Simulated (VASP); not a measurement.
# Cu (Fm-3m) in VASP: further runs

The runs below take Cu through single point, relaxation of cell and atoms, with PBE, PBEsol.

Program: VASP 6.6.1. These are calculated values, not measurements. Logs are shortened: lines on timing, memory, paths and dates and some standing lists are left out, and cuts for length are marked.

## 1. The crystal as given

The structure is cubic, space group Fm-3m (No. 225). Conventional cell: a = 3.615 Å, b = 3.615 Å, c = 3.615 Å, α = 90.00°, β = 90.00°, γ = 90.00°. Cu (site symmetry m-3m) has 12 Cu at 2.56 Å as nearest neighbours.

## 2. Single point, PBE

Input file INCAR:

```
SYSTEM = Cu
  PREC = Accurate
  ENCUT = 460
  EDIFF = 1E-7
  ISMEAR = 1
  SIGMA = 0.1
  LREAL = .False.
  LASPH = .True.
  NELM = 100
  ALGO = Normal
  ISIF = 2
  LWAVE = .False.
  LCHARG = .False.
  GGA = PE
  NBANDS = 12
  ADDGRID = .False.
```

Input file KPOINTS:

```
regular mesh
0
Gamma
  19 19 19
  0 0 0
```

Input file POSCAR:

```
Cu
1.0
    0.0000000000      1.8075000000      1.8075000000
    1.8075000000      0.0000000000      1.8075000000
    1.8075000000      1.8075000000      0.0000000000
Cu
1
Direct
    0.0000000000      0.0000000000      0.0000000000
```

Potentials or basis: VASP PAW PBE potentials, release 64 (Cu).

Launch:

```console
$ cat potpaw_PBE.64/Cu/POTCAR > POTCAR
$ mpirun -np 1 vasp_std > vasp.out
```

OUTCAR:

```text
SYSTEM = Cu
   PREC = Accurate
   ENCUT = 460
   EDIFF = 1E-7
   ISMEAR = 1
   LREAL = .False.
   LASPH = .True.
   NELM = 100
   ISIF = 2
   GGA = PE

 Found    220 irreducible k-points:

 Following reciprocal coordinates:
            Coordinates               Weight
  0.000000  0.000000  0.000000      1.000000
  0.052632  0.000000  0.000000      8.000000
  0.105263  0.000000  0.000000      8.000000
  0.157895  0.000000  0.000000      8.000000
  0.210526  0.000000  0.000000      8.000000
  0.263158  0.000000  0.000000      8.000000
   k-points           NKPTS =    220   k-points in BZ     NKDIM =    220   number of bands    NBANDS=     12
   number of dos      NEDOS =    301   number of ions     NIONS =      1
   total plane-waves  NPLWV =   5832
   dimension x,y,z NGX =    18 NGY =   18 NGZ =   18
   dimension x,y,z NGXF=    36 NGYF=   36 NGZF=   36
   ions per type =               1
   NGX,Y,Z   is equivalent  to a cutoff of  11.71, 11.71, 11.71 a.u.
   NGXF,Y,Z  is equivalent  to a cutoff of  23.41, 23.41, 23.41 a.u.
 SYSTEM =  Cu
   PREC   = accura    normal or accurate (medium, high low for compatibility)
   ISTART =      0    job   : 0-new  1-cont  2-samecut
   ICHARG =      2    charge: 1-file 2-atom 10-const
   ISPIN  =      1    spin polarized calculation?
   LNONCOLLINEAR =      F non collinear calculations
   LSORBIT =      F    spin-orbit coupling
   LASPH  =      T    aspherical Exc in radial PAW
   ENCUT  =  460.0 eV  33.81 Ry    5.81 a.u.   4.47  4.47  4.47*2*pi/ulx,y,z
   NELM   =    100;   NELMIN=  2; NELMDL= -5     # of ELM steps
   EDIFF  = 0.1E-06   stopping-criterion for ELM
   LREAL  =      F    real-space projection
   EDIFFG = 0.1E-05   stopping-criterion for IOM
   NSW    =      0    number of steps for IOM
   IBRION =     -1    ionic relax: 0-MD 1-quasi-New 2-CG
   NFREE  =      0    steps in history (QN), initial steepest desc. (CG)
   ISIF   =      2    stress and relaxation
   ISYM   =      2    0-nonsym 1-usesym 2-fastsym
   POTIM  = 0.5000    time-step for ionic-motion
   TEBEG  =    0.0;   TEEND  =   0.0 temperature during run
   PSTRESS=    0.0 pullay stress
   NELECT =      11.0000    total number of electrons
   NUPDOWN=      -1.0000    fix difference up-down
   EMIN   =  10.00;   EMAX   =-10.00  energy-range for DOS
   EFERMI =   0.00;   METHOD = LEGACY
   ISMEAR =     1;   SIGMA  =   0.10  broadening in eV -4-tet -1-fermi 0-gaus
   EFERMI_NEDOS =   21; number of points for ismear=-14 and -15
   IALGO  =     38    algorithm
   IMIX   =      4    mixing-type and parameters
     AMIX     =   0.40;   BMIX     =  1.00
     AMIX_MAG =   1.60;   BMIX_MAG =  1.00
  volume/ion in A,a.u.               =      11.81        79.70
  Fermi-wavevector in a.u.,A,eV,Ry     =   1.598763  3.021224 34.777078  2.556043
  Thomas-Fermi vector in A             =   2.696162
   LORBIT       =      0    0 simple, 1 ext, 2 COOP (PROOUT), +10 PAW based schemes
   GGA     = PE    functional components
   LHFCALC =     F    Hartree Fock is set to
   AEXX    =    0.0000 exact exchange contribution
   IVDW    =     0    specifies the selected vdW correction
   LEPSILON=     F    determine dielectric tensor
   LRPA    =     F    only Hartree local field effects (RPA)
 non-spin polarized calculation
 Methfessel and Paxton  Order N= 1 SIGMA  =   0.10
  energy-cutoff  :      460.00
  volume of cell :       11.81
 maximum number of plane-waves:       276
 NGX is ok and might be reduce to    18
   NGX =  9   NGY =  9   NGZ =  9

 number of electron      11.0000013 magnetization

 Free energy of the ion-electron system (eV)
  ---------------------------------------------------
  ext. energy  EPLUGINS =         0.00000000
  ---------------------------------------------------
  free energy    TOTEN  =        -3.72382588 eV

  energy without entropy =       -3.72340722  energy(sigma->0) =       -3.72368632

 E-fermi :   7.6504     XC(G=0): -12.7264

 val. band max:        7.6368224609   @ k =  -0.3684   0.1579   0.0526
 cond. band min:       7.6599512090   @ k =  -0.3158   0.2105   0.0000
 fundamental gap:      0.0231287480
 Fermi energy:         7.6504492432

 k-point     1 :       0.0000    0.0000    0.0000
  band No.  band energies     occupation
      1      -1.7665      2.00000
      2       4.5515      2.00000
      3       4.5515      2.00000
      4       4.5515      2.00000
      5       5.3733      2.00000
      6       5.3733      2.00000
      7      30.1807      0.00000
      8      32.8227      0.00000
      9      32.8228      0.00000
     10      32.8228      0.00000
     11      35.3134      0.00000
     12      35.3134      0.00000

 k-point     2 :       0.0526    0.0000    0.0000
  band No.  band energies     occupation
      1      -1.6655      2.00000
      2       4.5299      2.00000
      3       4.5707      2.00000
      4       4.5707      2.00000
      5       5.3652      2.00000
      6       5.3652      2.00000
      7      29.6176      0.00000
      8      31.5246      0.00000
      9      32.4882      0.00000
     10      32.4882      0.00000
     11      35.7916      0.00000
     12      35.7916      0.00000

 k-point     3 :       0.1053    0.0000    0.0000
  band No.  band energies     occupation
      1      -1.3654      2.00000
      2       4.4708      2.00000
      3       4.6215      2.00000
      4       4.6215      2.00000
      5       5.3486      2.00000
      6       5.3486      2.00000
      7      27.4000      0.00000
      8      30.9014      0.00000
      9      31.8583      0.00000
     10      31.8583      0.00000
     11      36.8114      0.00000
     12      36.8114      0.00000

 k-point     4 :       0.1579    0.0000    0.0000
  band No.  band energies     occupation
      1      -0.8764      2.00000
      2       4.3905      2.00000
      3       4.6813      2.00000
      4       4.6813      2.00000
      5       5.3443      2.00000
      6       5.3443      2.00000
      7      24.6837      0.00000
      8      30.6561      0.00000
      9      31.2431      0.00000
     10      31.2431      0.00000
     11      37.1619      0.00000
     12      37.6821      0.00000

 k-point     5 :       0.2105    0.0000    0.0000
  band No.  band energies     occupation
      1      -0.2204      2.00000
      2       4.3188      2.00000
      3       4.7142      2.00000
      4       4.7142      2.00000
      5       5.3848      2.00000
      6       5.3848      2.00000
      7      21.9839      0.00000
      8      30.3507      0.00000
      9      30.7217      0.00000
     10      30.7217      0.00000
     11      37.0158      0.00000
     12      37.0165      0.00000

 k-point     6 :       0.2632    0.0000    0.0000
  band No.  band energies     occupation
      1       0.5570      2.00000
      2       4.3060      2.00000
      3       4.6991      2.00000
      4       4.6991      2.00000
      5       5.4855      2.00000
      6       5.4855      2.00000
      7      19.3949      0.00000
      8      29.9539      0.00000
      9      30.3113      0.00000
     10      30.3113      0.00000
     11      35.7664      0.00000
     12      35.7665      0.00000

 [... further k-points ...]

------------------------ aborting loop because EDIFF is reached ----------------------------------------

  FORCE on cell =-STRESS in cart. coord.  units (eV):
  Direction    XX          YY          ZZ          XY          YZ          ZX
  --------------------------------------------------------------------------------------
  -------------------------------------------------------------------------------------
  Total        0.1227233      0.1227233      0.1227233     -0.0000000     -0.0000000      0.0000000
  in kB       16.6484109     16.6484109     16.6484109     -0.0000000     -0.0000000      0.0000000
  external PRESSURE =      16.6484109 kB  Pullay stress =       0.0000000 kB

 VOLUME and BASIS-vectors are now :
 -----------------------------------------------------------------------------
  energy-cutoff  :      460.00
  volume of cell :       11.81
      direct lattice vectors                 reciprocal lattice vectors
     0.000000000  1.807500000  1.807500000    -0.276625173  0.276625173  0.276625173
     1.807500000  0.000000000  1.807500000     0.276625173 -0.276625173  0.276625173
     1.807500000  1.807500000  0.000000000     0.276625173  0.276625173 -0.276625173

 POSITION                                       TOTAL-FORCE (eV/Angst)
 -----------------------------------------------------------------------------------
      0.00000      0.00000      0.00000        -0.000000     -0.000000     -0.000000
 -----------------------------------------------------------------------------------
    total drift:                                0.000000     -0.000000      0.000000

  FREE ENERGIE OF THE ION-ELECTRON SYSTEM (eV)
  ---------------------------------------------------
  free  energy   TOTEN  =        -3.7238258751 eV

  energy  without entropy=       -3.7234072201  energy(sigma->0) =       -3.72368632
```

Wall time 13 s (1 thread of AMD EPYC 9R45 (Zen 5), shared host); peak memory 0.1 GiB.

These settings aren't checked as converged: the numbers below hold their error.

What came out:

| Quantity | Value |
| --- | --- |
| Free energy | -3.7238 eV |
| Pressure | 1.7 GPa |
| Band gap on the k mesh | none (metal or under the smearing width) |

## 3. Single point, PBE

INCAR is that of step 2.

KPOINTS is that of step 2.

Input file POSCAR:

```
Cu
1.0
   -0.0335610000      1.7894160000      1.7776830000
    1.7981850000     -0.0227470000      1.7668690000
    1.8176490000      1.7980650000     -0.0422110000
Cu
1
Direct
    0.0167750000     -0.0332640000      0.0016970000
```

Potentials or basis: VASP PAW PBE potentials, release 64 (Cu).

Launch:

```console
$ cat potpaw_PBE.64/Cu/POTCAR > POTCAR
$ mpirun -np 1 vasp_std > vasp.out
```

It took 2.8 min on 1 thread of AMD EPYC 9R45 (Zen 5), shared host; peak memory 0.45 GiB.

These settings aren't checked as converged: the numbers below hold their error.

What came out:

```
Free energy            : -3.7206 eV
Pressure               : 1.9 GPa
Band gap on the k mesh : none (metal or under the smearing width)
```

## 4. Relaxation of cell and atoms, PBEsol

Input file INCAR:

```
SYSTEM = Cu
  PREC = Accurate
  ENCUT = 600
  EDIFF = 1E-6
  ISMEAR = -1
  SIGMA = 0.05
  LREAL = .FALSE.
  LASPH = .TRUE.
  NELM = 60
  ALGO = Normal
  ISIF = 3
  LWAVE = .FALSE.
  LCHARG = .FALSE.
  GGA = PS
  IBRION = 2
  NSW = 60
  EDIFFG = -0.01
```

Input file KPOINTS:

```
regular mesh
0
G
  12 12 12
  0 0 0
```

Input file POSCAR:

```
Cu
1.0
    0.0000000000      1.8075000000      1.8075000000
    1.8075000000      0.0000000000      1.8075000000
    1.8075000000      1.8075000000      0.0000000000
Cu
1
Direct
    0.0000000000      0.0000000000      0.0000000000
```

Launch:

```console
$ cat potpaw_PBE.64/Cu/POTCAR > POTCAR
$ mpirun -np 1 vasp_std > vasp.out
```

Run time: 15 s. Hardware: 1 thread of Intel Xeon Platinum 8259CL at 2.50GHz (Skylake/Cascade Lake), shared host; peak memory 0.13 GiB.

It converged, with:

```
Free energy                            : -4.3067 eV
Relaxed volume                         : 11.36 Å³/atom
Relaxed cell                           : a = 2.523 Å, b = 2.523 Å, c = 2.523 Å, α = 60.00°, β = 60.00°, γ = 60.00°
Space group after relaxing (to 0.05 Å) : Fm-3m (No. 225)
Energy gained by relaxing              : 8.6 meV/atom
Ionic steps                            : 3
Pressure after relaxing                : 0.0 GPa
Band gap on the k mesh                 : none (metal or under the smearing width)
```

Step by step:
| step | energy change (eV) | largest force (eV/Å) | pressure (GPa) | volume (Å³) |
| --- | --- | --- | --- | --- |
| 1 | 0.0000 | 0.0000 | -5.74 | 11.81 |
| 2 | -0.0054 | 0.0000 | 4.03 | 11.10 |
| 3 | -0.0086 | 0.0000 | -0.04 | 11.36 |

Final structure:
```
CELL_PARAMETERS angstrom
0.00000 1.78404 1.78404
1.78404 0.00000 1.78404
1.78404 1.78404 0.00000
ATOMIC_POSITIONS crystal
Cu 0.00000 0.00000 0.00000
```

Levels at points of the mesh, in eV from the Fermi level:
| k point | band 4 | band 5 | band 6 | band 7 | band 8 | band 9 |
| --- | --- | --- | --- | --- | --- | --- |
| (0.00, 0.00, 0.00) | -3.07 | -2.19 | -2.19 | 22.98 | 25.90 | 25.90 |
| (0.50, 0.00, 0.00) | -1.59 | -1.59 | -1.07 | 4.02 | 21.45 | 22.71 |
| (0.50, 0.50, 0.00) | -1.44 | -1.44 | 1.51 | 7.45 | 13.42 | 13.42 |

Caveat: the PAW data sets were made with another functional, which shifts forces and pressure a little.
